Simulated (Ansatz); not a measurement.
# CoSi (P2_13) in Ansatz: reference runs

Reference runs on CoSi: the cell as given and a disturbed copy.

Program: Ansatz 0.2.0. These are calculated values, not measurements. Logs are shortened: lines on timing, memory, paths and dates and some standing lists are left out, and cuts for length are marked.

### 1 The crystal as given

The structure is cubic, space group P2_13 (No. 198). The conventional cell has a = 4.438 Å, b = 4.438 Å, c = 4.438 Å, α = 90.00°, β = 90.00°, γ = 90.00°. Co (site symmetry 3) is surrounded by 7 Si at 2.28 to 2.47 Å. Si (site symmetry 3) is surrounded by 7 Co at 2.28 to 2.47 Å.

### 2 Single point, PBEsol, collinear spin, ferromagnetic start

Contents of input.yaml:

```yaml
crystal:
  lattice:
    - [4.438, 0.0, 0.0]
    - [0.0, 4.438, 0.0]
    - [0.0, 0.0, 4.438]
  atoms:
    - { symbol: Co, position: [0.86, 0.64, 0.36], spin: 2.0 }
    - { symbol: Co, position: [0.64, 0.36, 0.86], spin: 2.0 }
    - { symbol: Co, position: [0.36, 0.86, 0.64], spin: 2.0 }
    - { symbol: Co, position: [0.14, 0.14, 0.14], spin: 2.0 }
    - { symbol: Si, position: [0.157, 0.343, 0.657] }
    - { symbol: Si, position: [0.343, 0.657, 0.157] }
    - { symbol: Si, position: [0.657, 0.157, 0.343] }
    - { symbol: Si, position: [0.843, 0.843, 0.843] }
hamiltonian:
  xc: pbesol
  pseudopotentials: { kind: paw }
magnetization:
  spin_polarized: true
kpoints:
  mp_grid: { grid: [6, 6, 6] }
scf:
  occupations: { method: fermi_dirac, width: 0.05 }
output:
  forces: true
  stress: true
  eigenvalues: true
```

Potentials or basis: Ansatz PAW.

Run with:

```bash
$ ansatz run input.yaml --threads 4 --pin off --max-ram 11264MiB --backend cpu --events-out ev --progress --plain --runs-dir out
```

The log of the run:

```text
Warning: RAYON_NUM_THREADS=4 ignored (pool sized by the plan → 4); use --threads N
Engine: ansatz 0.2.0, x86_64-unknown-linux-gnu
Pseudopotentials: kind: paw
Pseudopotential: Co, paw, valence charge 17, recommended cutoff 420 eV (normal), Co.paw.azcp
Pseudopotential: Si, paw, valence charge 4, recommended cutoff 420 eV (normal), Si.paw.azcp
Functional definition: PBEsol
  exchange = pbesol_x
  correlation = pbesol_c
Crystal: 8 atoms, lattice volume = 87.410 Å³
Basis set: ecut = 420 eV, 1743 PW (Γ), exchange–correlation on 60×60×60 points (8 copies of the dense FFT grid, shifted against one another)
Bands: 56, of which v1, the nominal top of the filled ones, is band 42 counted from 1 (41 counted from 0)
Symmetry: 12 space group operations
Space group: P213 (ITA 198), of the structure as read, at distance tolerance 4.4e-5 Å
Magnetic group: BNS 198.9 (UNI 1511), of the structure as read, at distance tolerance 4.4e-5 Å
k-points: 24 of 216 (time reversal used)
Non-local potential: Co, projectors of the file, l = 0: 3, l = 1: 2, l = 2: 3, l = 3: 1
Non-local potential: Si, projectors of the file, l = 0: 2, l = 1: 2, l = 2: 2
PAW form: soft (Blöchl's): semilocal exchange-correlation on the pseudo side does not see the compensation charge
PAW frozen core: Co, regenerated for the run's functional, and the local potential with it (the file was generated under x = pbe(κ = 0.804, μ = 0.2195149727645171), c = pbe(β = 0.06672455060314922))
PAW frozen core: Si, regenerated for the run's functional, and the local potential with it (the file was generated under x = pbe(κ = 0.804, μ = 0.2195149727645171), c = pbe(β = 0.06672455060314922))
PAW one-centre angular grid: Co, 590 points (default); XC on 64 Gauss nodes
PAW one-centre angular grid: Si, 110 points (default); XC on 64 Gauss nodes
Initial density: superposition of atomic densities (chi_scale 0.1, normalization cell)
Starting moments: Σ|m| = 8 μB on 4 of 8 sites
Initial wavefunctions: pseudopotential atomic-orbital guess
Functional: x = pbesol(κ = 0.804, μ = 0.12345679012345678), c = pbesol(β = 0.046)
SCF iter   1: F=—  HF=-22860.648542 eV  |F-HF|=—  |Δ(HF+E_count)|=         —  Δρ=2.23e-1 (↑2.23e-1 ↓1.24e-1)  dr2=6.14e0  dr2_m=2.36e1  M=0.492 μB ∫|m|=1.200 μB  β_m=0.30  ethr=3.10e-3  ⟨swp⟩=6.8  Hψ=10510  notcnv=0  defer=6
Mixer restart at iter 1: flushing history
preconditioner: auto → Kerker (q_TF=auto, 2.710 Å⁻¹)  [metal: Δε(μ)=0.052 eV  Ē_g=7.900 eV  σ=0.050 eV  W_gap=0.24  n_scr=26 (ndim 8)  ℏωp=28.6 eV  f_vac=0.000  D(μ)=4.35/eV (n_scr^D=32)]
spin=Collinear: Kerker preconditioning applied to the charge; magnetization (m = ρ↑ − ρ↓) channel mixes plain (no charge-response kernel on spin).
SCF iter   2: F=—  HF=-22857.722925 eV  |F-HF|=—  |Δ(HF+E_count)|=    2.93e0  Δρ=1.34e-1 (↑1.23e-1 ↓1.34e-1)  dr2=1.16e0  dr2_m=1.31e1  M=0.306 μB ∫|m|=0.887 μB  β_m=0.59  ethr=3.10e-3  ⟨swp⟩=2.0  Hψ=4380  notcnv=0  defer=269
SCF iter   3: F=—  HF=-22864.682379 eV  |F-HF|=—  |Δ(HF+E_count)|=    6.96e0  Δρ=6.95e-2 (↑6.95e-2 ↓1.99e-2)  dr2=1.52e0  dr2_m=1.24e0  M=0.083 μB ∫|m|=0.371 μB  β_m=0.61  ethr=1.38e-3  ⟨swp⟩=3.0  Hψ=5679  notcnv=0  defer=269
SCF iter   4: F=—  HF=-22863.903354 eV  |F-HF|=—  |Δ(HF+E_count)|=   7.79e-1  Δρ=1.86e-2 (↑1.60e-2 ↓1.86e-2)  dr2=1.23e0  dr2_m=2.45e-3  M=0.011 μB ∫|m|=0.092 μB  β_m=0.70  ethr=1.38e-3  ⟨swp⟩=2.6  Hψ=5433  notcnv=0  defer=286
SCF iter   5: F=—  HF=-22863.670378 eV  |F-HF|=—  |Δ(HF+E_count)|=   2.33e-1  Δρ=8.60e-3 (↑8.60e-3 ↓5.05e-3)  dr2=6.97e-2  dr2_m=3.00e-3  M=0.007 μB ∫|m|=0.032 μB  β_m=0.85  ethr=1.38e-3  ⟨swp⟩=2.0  Hψ=3781  notcnv=0  defer=286
SCF iter   6: F=—  HF=-22863.685053 eV  |F-HF|=—  |Δ(HF+E_count)|=   1.47e-2  Δρ=3.61e-3 (↑3.61e-3 ↓3.21e-3)  dr2=2.04e-2  dr2_m=4.12e-5  M=-0.001 μB ∫|m|=0.005 μB  β_m=0.92  ethr=8.29e-5  ⟨swp⟩=2.9  Hψ=5306  notcnv=0  defer=278
SCF iter   7: F=—  HF=-22863.686703 eV  |F-HF|=—  |Δ(HF+E_count)|=   1.65e-3  Δρ=4.60e-4 (↑4.60e-4 ↓4.42e-4)  dr2=3.98e-4  dr2_m=6.30e-7  M=-0.000 μB ∫|m|=0.001 μB  β_m=0.96  ethr=2.43e-5  ⟨swp⟩=2.0  Hψ=3888  notcnv=0  defer=278
SCF iter   8: F=—  HF=-22863.686766 eV  |F-HF|=—  |Δ(HF+E_count)|=   6.25e-5  Δρ=4.00e-5 (↑3.97e-5 ↓4.00e-5)  dr2=4.01e-6  dr2_m=1.70e-8  M=-0.000 μB ∫|m|=0.000 μB  β_m=0.98  ethr=4.74e-7  ⟨swp⟩=2.0  Hψ=4714  notcnv=0  defer=278
SCF iter   9: F=—  HF=-22863.686762 eV  |F-HF|=—  |Δ(HF+E_count)|=   4.06e-6  Δρ=3.28e-5 (↑3.28e-5 ↓3.25e-5)  dr2=2.10e-6  dr2_m=3.84e-10  M=0.000 μB ∫|m|=0.000 μB  β_m=0.96  ethr=4.77e-9  ⟨swp⟩=2.2  Hψ=3961  notcnv=0  defer=278
SCF iter  10: F=—  HF=-22863.686761 eV  |F-HF|=—  |Δ(HF+E_count)|=   2.81e-7  Δρ=5.72e-6 (↑5.48e-6 ↓5.72e-6)  dr2=1.12e-7  dr2_m=3.20e-11  M=0.000 μB ∫|m|=0.000 μB  β_m=0.98  ethr=2.50e-9  ⟨swp⟩=2.0  Hψ=3438  notcnv=0  defer=278
SCF iter  11: F=—  HF=-22863.686761 eV  |F-HF|=—  |Δ(HF+E_count)|=   8.04e-9  Δρ=1.55e-6 (↑1.55e-6 ↓1.07e-6)  dr2=3.39e-9  dr2_m=5.09e-11  M=-0.000 μB ∫|m|=0.000 μB  β_m=0.98  ethr=1.33e-10  ⟨swp⟩=2.0  Hψ=3614  notcnv=0  defer=278
SCF iter  12: F=-22863.686761 eV  HF=-22863.686761 eV  |F-HF|=6.66e-10  |Δ(HF+E_count)|=  4.33e-10  Δρ=5.70e-7 (↑4.66e-7 ↓5.70e-7)  dr2=8.10e-10  dr2_m=2.35e-12  M=-0.000 μB ∫|m|=0.000 μB  ethr=4.03e-12  ⟨swp⟩=7.2  Hψ=9294  notcnv=0
SCF 1 converged in 12 iterations: F = -22863.686761 eV  dr2 = 8.10e-10
WARN: the starting moments were not kept: the SCF closed with an absolute magnetisation of 1.8e-6 μB, where they sum to 8 μB in size (4 sites). That is at most 0.1 of that sum. Measured as dr2_m measures the in/out step, that magnetisation stands 1.0e-12 eV from none, at or under the dr2_threshold of 1.0e-7 eV: it is no larger than a step whose dr2_m would equal this threshold. The system may hold no moment; this SCF shows only that its start led to no more than that. To try another start: raise the starting moments (crystal.atoms[].spin, magnetization.per_species, magnetization.initial_magnetization, or on a non-collinear deck that types none of these the spinor_matrix: blocks that start its atoms; where the total moment is fixed, keep their sum and leave initial_magnetization as it is; typed ones take the place of any that the run laid by itself, positive ones on a crystal's lanthanoids without a Hubbard term where scf.initial_density.shell_occupations: [] is typed) or, if the notice of its spin-set hold's release reads "site moments contracting" or "site moments show no strong build", lengthen the hold (scf.mixing.spin_hold: { on: { confirm: 4 } }; for m-r²SCAN on two components see the key's manual first). Each may lead to a state that holds a moment. A second SCF, from the converged charge density, with the starting moments and any scf.initial_density.shell_occupations laid on it anew, would have followed, and was not run: the deck does not ask for one (magnetization.retry_lost_moments is false, the default). To let it run, set magnetization.retry_lost_moments: true and run the deck again, where that key's refused combinations let it; where memory then withholds it, that run's warning says so.
SCF converged after 12 iterations
Magnetization: -0.0000 μB (42.0000 up, 42.0000 down)
Absolute magnetization: 0.0000 μB (∫|ρ↑−ρ↓|, with the PAW one-centre terms)
Spin contamination: 0.0000 ħ² per cell (⟨S²⟩ above its minimum at these occupations)
Per-site moments (μB) at R_I (Å): [(-2.8167143133720494e-7, 0.941734167307408), (-2.8167143119217114e-7, 0.941734167307408), (-2.816714312702053e-7, 0.941734167307408), (-2.816714309197473e-7, 0.941734167307408), (6.4470042646954e-8, 0.941734167307408), (6.447004261284969e-8, 0.941734167307408), (6.447004260251715e-8, 0.941734167307408), (6.447004257489661e-8, 0.941734167307408)]
Free energy (F): -22863.686761 eV
Harris-Foulkes:  -22863.686761 eV  (|F-HF|=6.66e-10)
Internal energy: -22863.672372 eV  (E = F + TS)
E sigma→0 (E₀):  -22863.679567 eV
Entropy (-TS):   -0.014389 eV (-1.799 meV/atom)
Fermi energy:    16.529760 eV
--- Per-component energies (eV) ---
  E_band       = -957.520105
  E_kinetic    = 2010.121831
  E_local      = -14255.764321  (includes V_loc(G=0)·N_el)
  E_nonlocal   = 1929.196750
  E_hartree    = 6177.460847
  E_xc         = -862.903907
  E_vxc        = -1023.007313  (∫ρ·V_xc dr)
  E_paw        = -7933.510994  (= ΣΔE_a)
  E_vpaw       = -1972.993480  (= ΣTr[D̂ρ^β])
  E_aug_tail   = 0.000304  (compensation charges beyond the density's cutoff)
  E_ewald      = -9929.152802
  E_core_change = 0.879920  (= ΣΔE_core)
  E_smearing   = -0.014389  (= −TS)
  E_closure    = 0.000000  (closes the sum)
  Σ components = -22863.686761   (vs F -22863.686761, Δ=0.00e0)
--- Forces (eV/Å), atoms counted from 1 ---
  atom   1  Co    -0.13067090     0.13067090    -0.13067090
  atom   2  Co     0.13067090    -0.13067090    -0.13067090
  atom   3  Co    -0.13067090    -0.13067090     0.13067090
  atom   4  Co     0.13067090     0.13067090     0.13067090
  atom   5  Si     0.03980228    -0.03980228     0.03980228
  atom   6  Si    -0.03980228     0.03980228     0.03980228
  atom   7  Si     0.03980228     0.03980228    -0.03980228
  atom   8  Si    -0.03980228    -0.03980228    -0.03980228
  max |Σ_I F_I| component: 1.87e-16 eV/Å
--- Stress (GPa, compression-positive) ---
       -7.180157      -0.000000       0.000000
       -0.000000      -7.180157       0.000000
        0.000000       0.000000      -7.180157
  P = ⅓ Tr σ = -7.1802 GPa (-71.802 kbar)
--- Band table (eV; the first three rows and the last of 48) ---
  k-point 0 ↑: bands = ["-78.0444", "-78.0326", "-78.0326", "-78.0326", "-41.5658", "-41.5658", "-41.5658", "-41.5236", "-41.4937", "-41.4937", "-41.4937", "-41.4561", "-41.4561", "-41.4405", "-41.4405", "-41.4405", "2.8131", "8.3136", "8.3136", "8.3136", "10.9865", "10.9865", "10.9865", "12.7182", "12.7182", "12.7182", "13.2607", "13.3748", "13.3748", "13.6881", "13.6881", "13.6881", "14.1295", "14.1295", "14.1295", "15.5838", "15.5838", "15.5838", "15.7212", "15.7212", "16.4825", "16.4825", "16.4825", "18.9717", "18.9717", "18.9717", "19.4255", "19.4255", "20.0321", "20.0321", "20.0321", "21.3971", "22.5025", "22.5025", "22.5025", "24.7145"]
  k-point 1 ↑: bands = ["-78.0438", "-78.0345", "-78.0324", "-78.0315", "-41.5706", "-41.5668", "-41.5584", "-41.5257", "-41.5013", "-41.4962", "-41.4833", "-41.4554", "-41.4535", "-41.4426", "-41.4425", "-41.4396", "3.0196", "7.2045", "8.4429", "9.0421", "10.4525", "11.1080", "11.7274", "11.9953", "12.3164", "13.0870", "13.4115", "13.4178", "13.6144", "13.6376", "13.7143", "13.7276", "14.0356", "14.1015", "14.4053", "15.3696", "15.4474", "15.6705", "15.7221", "15.7973", "16.2420", "16.4051", "16.9208", "18.3396", "18.4641", "18.7478", "18.9105", "19.7960", "20.3073", "20.3536", "20.6947", "21.6964", "22.0494", "23.2402", "23.4649", "23.8132"]
  k-point 2 ↑: bands = ["-78.0421", "-78.0370", "-78.0319", "-78.0312", "-41.5724", "-41.5692", "-41.5494", "-41.5315", "-41.5050", "-41.5010", "-41.4716", "-41.4548", "-41.4482", "-41.4473", "-41.4454", "-41.4405", "3.6278", "5.8536", "8.8112", "9.5461", "10.2998", "11.2429", "11.3449", "11.7360", "12.5636", "12.7243", "13.3702", "13.5275", "13.6662", "13.7205", "13.7953", "13.8439", "14.0088", "14.3316", "14.5117", "15.0143", "15.4003", "15.5547", "15.7477", "15.8292", "16.0958", "16.2006", "17.3541", "17.8724", "18.0072", "18.1900", "19.3623", "20.2692", "20.6537", "20.7558", "21.2411", "22.0609", "22.1770", "22.4409", "22.7159", "23.6185"]
  k-point 23 ↓: bands = ["-78.0355", "-78.0355", "-78.0355", "-78.0355", "-41.5588", "-41.5588", "-41.5588", "-41.5588", "-41.4860", "-41.4860", "-41.4860", "-41.4860", "-41.4397", "-41.4397", "-41.4397", "-41.4397", "7.0502", "7.0502", "7.0502", "7.0502", "9.5207", "9.5207", "9.5207", "9.5207", "13.4504", "13.4504", "13.4504", "13.4504", "13.6189", "13.6189", "13.6189", "13.6189", "15.1423", "15.1423", "15.1423", "15.1423", "15.2635", "15.2635", "15.2635", "15.2635", "16.2776", "16.2776", "16.2776", "16.2776", "21.8087", "21.8087", "21.8087", "21.8087", "22.1910", "22.1910", "22.1910", "22.1910", "24.2068", "24.2068", "24.2068", "24.2068"]
```

Run time: 10 s. Hardware: 4 threads of Intel Xeon Platinum 8259CL at 2.50GHz (Skylake/Cascade Lake), shared host; peak memory 0.54 GiB.

What came out:

* Free energy: -22863.6868 eV
* Pressure: -7.2 GPa
* Largest force: 0.226 eV/Å
* Band gap on the k mesh: none (metal or under the smearing width)
* Net moment: 0.00 μB per cell
* Absolute moment: 0.00 μB per cell

Forces in eV/Å, atoms in the order of the input:
```
Co  -0.131  0.131 -0.131
Co   0.131 -0.131 -0.131
Co  -0.131 -0.131  0.131
Co   0.131  0.131  0.131
Si   0.040 -0.040  0.040
Si  -0.040  0.040  0.040
Si   0.040  0.040 -0.040
Si  -0.040 -0.040 -0.040
```

Caveat: the starting moments collapsed, and a magnetic state may lie lower; the PAW data sets come from PBE, with cores solved anew for the run's functional, which leaves a small shift of forces and pressure; the starting moments weren't kept.

### 3 Single point, PBEsol, collinear spin, ferromagnetic start (atoms moved at random, drawn with an rms of 0.05 Å)

Contents of input.yaml:

```yaml
crystal:
  lattice:
    - [4.438, 0.0, 0.0]
    - [0.0, 4.438, 0.0]
    - [0.0, 0.0, 4.438]
  atoms:
    - { symbol: Co, position: [0.859259, 0.649793, 0.372913], spin: 2.0 }
    - { symbol: Co, position: [0.629182, 0.364101, 0.866296], spin: 2.0 }
    - { symbol: Co, position: [0.358158, 0.855924, 0.636336], spin: 2.0 }
    - { symbol: Co, position: [0.139602, 0.136953, 0.147878], spin: 2.0 }
    - { symbol: Si, position: [0.162286, 0.336115, 0.66315] }
    - { symbol: Si, position: [0.340917, 0.650033, 0.154665] }
    - { symbol: Si, position: [0.656078, 0.17176, 0.345053] }
    - { symbol: Si, position: [0.845516, 0.83864, 0.831551] }
hamiltonian:
  xc: pbesol
  pseudopotentials: { kind: paw }
magnetization:
  spin_polarized: true
kpoints:
  mp_grid: { grid: [6, 6, 6] }
scf:
  occupations: { method: fermi_dirac, width: 0.05 }
output:
  forces: true
  stress: true
  eigenvalues: true
```

Potentials or basis: Ansatz PAW.

Run with:

```bash
$ ansatz run input.yaml --threads 4 --pin off --max-ram 11264MiB --backend cpu --events-out ev --progress --plain --runs-dir out
```

It took 63 s on 4 threads of Intel Xeon Platinum 8259CL at 2.50GHz (Skylake/Cascade Lake), shared host; peak memory 1 GiB.

It converged, with:

```yaml
Free_energy: -22863.5444 eV
Pressure: -5.9 GPa
Largest_force: 1.071 eV/Å
Band_gap_on_the_k_mesh: none (metal or under the smearing width)
Net_moment: 0.00 μB per cell
Absolute_moment: 0.00 μB per cell
```

Forces in eV/Å, atoms in the order of the input:
```
Co   0.032 -0.538 -0.925
Co   0.895 -0.384 -0.395
Co   0.040  0.050  0.254
Co  -0.100  0.126 -0.170
Si  -0.473  0.185 -0.277
Si  -0.275  0.632  0.448
Si  -0.024 -0.566  0.127
Si  -0.095  0.495  0.938
```

Stress tensor (GPa, compression positive):
```
-6.05 -0.73 -0.29
-0.73 -6.33  1.27
-0.29  1.27 -5.36
```

Levels at points of the mesh, in eV from the Fermi level:
Spin up:
| k point | band 39 | band 40 | band 41 | band 42 | band 43 | band 44 | band 45 | band 46 |
| --- | --- | --- | --- | --- | --- | --- | --- | --- |
| (0.00, 0.00, 0.00) | -0.85 | -0.83 | -0.12 | -0.04 | 0.00 | 2.33 | 2.42 | 2.54 |
| (0.00, 0.00, -0.50) | -0.76 | -0.73 | -0.55 | -0.48 | 0.90 | 1.04 | 1.33 | 1.49 |
| (0.00, -0.50, 0.00) | -0.78 | -0.73 | -0.57 | -0.45 | 0.86 | 1.02 | 1.41 | 1.46 |
| (0.00, -0.50, -0.50) | -1.13 | -1.03 | -0.16 | 0.00 | 0.47 | 0.63 | 1.88 | 1.92 |
| (-0.50, 0.00, 0.00) | -0.77 | -0.73 | -0.51 | -0.49 | 0.88 | 0.99 | 1.35 | 1.41 |
| (-0.50, 0.00, -0.50) | -1.10 | -1.05 | -0.09 | -0.07 | 0.50 | 0.52 | 1.90 | 1.95 |
| (-0.50, -0.50, 0.00) | -1.15 | -1.05 | -0.11 | -0.08 | 0.48 | 0.52 | 1.94 | 1.98 |
| (-0.50, -0.50, -0.50) | -1.22 | -1.18 | -0.34 | -0.30 | -0.22 | -0.18 | 5.10 | 5.14 |
Spin down:
| k point | band 39 | band 40 | band 41 | band 42 | band 43 | band 44 | band 45 | band 46 |
| --- | --- | --- | --- | --- | --- | --- | --- | --- |
| (0.00, 0.00, 0.00) | -0.85 | -0.83 | -0.12 | -0.04 | 0.00 | 2.33 | 2.42 | 2.54 |
| (0.00, 0.00, -0.50) | -0.76 | -0.73 | -0.55 | -0.48 | 0.90 | 1.04 | 1.33 | 1.49 |
| (0.00, -0.50, 0.00) | -0.78 | -0.73 | -0.57 | -0.45 | 0.86 | 1.02 | 1.41 | 1.46 |
| (0.00, -0.50, -0.50) | -1.13 | -1.03 | -0.16 | 0.00 | 0.47 | 0.63 | 1.88 | 1.92 |
| (-0.50, 0.00, 0.00) | -0.77 | -0.73 | -0.51 | -0.49 | 0.88 | 0.99 | 1.35 | 1.41 |
| (-0.50, 0.00, -0.50) | -1.10 | -1.05 | -0.09 | -0.07 | 0.50 | 0.52 | 1.90 | 1.95 |
| (-0.50, -0.50, 0.00) | -1.15 | -1.05 | -0.11 | -0.08 | 0.48 | 0.52 | 1.94 | 1.98 |
| (-0.50, -0.50, -0.50) | -1.22 | -1.18 | -0.34 | -0.30 | -0.22 | -0.18 | 5.10 | 5.14 |

Caveat: the starting moments collapsed, and a magnetic state may lie lower; the PAW data sets come from PBE, with cores solved anew for the run's functional, which leaves a small shift of forces and pressure; the starting moments weren't kept.
